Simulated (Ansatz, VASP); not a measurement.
# One calculation of Eu, two programs

```
CELL_PARAMETERS angstrom
-2.30500 2.30500 2.30500
2.30500 -2.30500 2.30500
2.30500 2.30500 -2.30500
ATOMIC_POSITIONS crystal
Eu 0.00000 0.00000 0.00000
```

Alike in both runs: task single point; functional PBEsol; k mesh 4 × 4 × 4; occupations gaussian, width 0.05 eV; collinear spin; Hubbard terms Eu f U = 5.0 eV.

|  | VASP | Ansatz |
| --- | --- | --- |
| version | VASP 6.6.1 | Ansatz 0.2.0 |
| potentials or method | VASP PAW PBE potentials, release 64 (Eu) | scalar-relativistic, plane waves, PAW |
| plane-wave cutoff (eV) | 520 | 420 |
| valence electrons in the cell | 17 | 17 |

|  | VASP | Ansatz | Ansatz less VASP |
| --- | --- | --- | --- |
| gap on the k mesh at the Fermi level (eV) | none | none | - |
| pressure (GPa) | -1.4 | -1.2 | +0.17 |
| net moment per atom (μB) | 7.39 | 7.41 | +0.018 |
| size of the moment on the site where the two differ most (μB) | 6.82 | 7.16 | +0.344 |

Site moments also hang on the region over which each program counts them. The programs project onto different local orbitals, so the same U acts differently. A gap of «none» marks a metal or a gap that the smearing closes. Ansatz warned: «filled_band_counts_differ_across_k_points».

Caveats: the k mesh is coarse (spacing up to 0.48 Å⁻¹), so the values aren't converged; the PAW data sets were made with another functional, which shifts forces and pressure a little (VASP); spin-orbit coupling is left out, which moves the levels of the heavy elements. The state reached can hang on the start; a lower one may exist.
